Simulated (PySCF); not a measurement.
## Telling isomers of C7H8O apart by NMR

- shielding tensors at PBE0/pcSseg-1 (GIAO)
- GFN2-xTB geometry
- run in PySCF 2.14.0 with density-fitted response routines
- gas phase, fast rotation and ring inversion assumed for equivalent nuclei, a single conformation, non-relativistic

Referencing at the same level of theory: ¹H (σ = 31.72 ppm), ¹³C (σ = 186.93 ppm) vs TMS. Where no couplings were computed, multiplicities follow the n + 1 count of equivalent neighbours, and m marks all less simple cases (inequivalent or close neighbours, rings, F or P nearby). Shifts are as computed. Against solution values, carbons near 30 ppm lie about +3 ppm off and those near 130 ppm about +5 ppm. Of 1211 compounds with measured shifts, 218 miss one by over three times the rms of a fit or turn the order of signals round; such compounds aren't used in these exercises. OH and NH positions are gas-phase values without hydrogen bonding to other molecules.

(1) Tabulate the signals of `C=C1C=C/C1=C\CO`, `CC/C=C\C#CC=O`, `c1cc(C2CC2)co1`, `OCc1ccccc1` and their relative energies.

(2) What is the quickest way to tell CC/C=C\C#CC=O from c1cc(C2CC2)co1?

(3) What is the quickest way to tell C=C1C=C/C1=C\CO from c1cc(C2CC2)co1?

(4) What is the quickest way to tell C=C1C=C/C1=C\CO from CC/C=C\C#CC=O?

Answers

(1) 
| SMILES | carbon types | δC | δH | E rel. (kcal/mol) |
| --- | --- | --- | --- | --- |
| C=C1C=C/C1=C\CO | 2×C 3×CH 2×CH2 | 156.1, 154.8, 151.8, 148.5, 119.3, 101.0, 65.9 | 7.32 (d, 1H), 7.16 (d, 1H), 5.67 (t, 1H), 5.08 (m, 1H), 5.01 (m, 1H), 4.59 (d, 2H), 0.24 (br s, 1H) | 64.5 |
| CC/C=C\C#CC=O | 2×C 3×CH 1×CH2 1×CH3 | 179.9, 169.2, 113.2, 101.8, 97.7, 30.6, 15.6 | 9.75 (s, 1H), 6.81 (m, 1H), 5.99 (d, 1H), 2.70 (m, 2H), 1.15 (t, 3H) | 57.6 |
| c1cc(C2CC2)co1 | 1×C 4×CH 2×CH2 | 148.2, 143.9, 136.4, 111.7, 11.4, 9.9 | 7.59 (m, 1H), 7.42 (m, 1H), 6.08 (m, 1H), 1.73 (m, 1H), 0.93 (m, 2H), 0.55 (m, 2H) | 28.5 |
| OCc1ccccc1 | 1×C 5×CH 1×CH2 | 148.3, 134.8, 134.7, 133.6, 72.4 | 7.72 (m, 2H), 7.68 (m, 2H), 7.66 (m, 1H), 4.82 (s, 2H), 0.08 (br s, 1H) | 0.0 |

Energies are electronic energies at PBE0/pcSseg-1 on these geometries, without zero-point or thermal terms, each for the one conformer computed, which needn't be the lowest.

(2) Count the carbon signals: 7 against 6. The first has a methyl carbon (CH3) at 15.6 ppm, the second a three-membered-ring carbon (CH) at 9.9 ppm. Their most deshielded carbons lie at 179.9 and 148.2 ppm. In the proton spectra the most deshielded non-exchanging signals are 9.75 (s, 1H) and 7.59 (m, 1H).

(3) Count the carbon signals: 7 against 6. The first has a terminal =CH2 carbon at 101.0 ppm, the second a three-membered-ring carbon (CH) at 9.9 ppm. Their most deshielded carbons lie at 156.1 and 148.2 ppm.

(4) Both give the same number of carbon signals, but DEPT or the intensities differ. The first has a terminal =CH2 carbon at 101.0 ppm, the second a methyl carbon (CH3) at 15.6 ppm. Their most deshielded carbons lie at 156.1 and 179.9 ppm. In the proton spectra the most deshielded non-exchanging signals are 7.32 (d, 1H) and 9.75 (s, 1H).
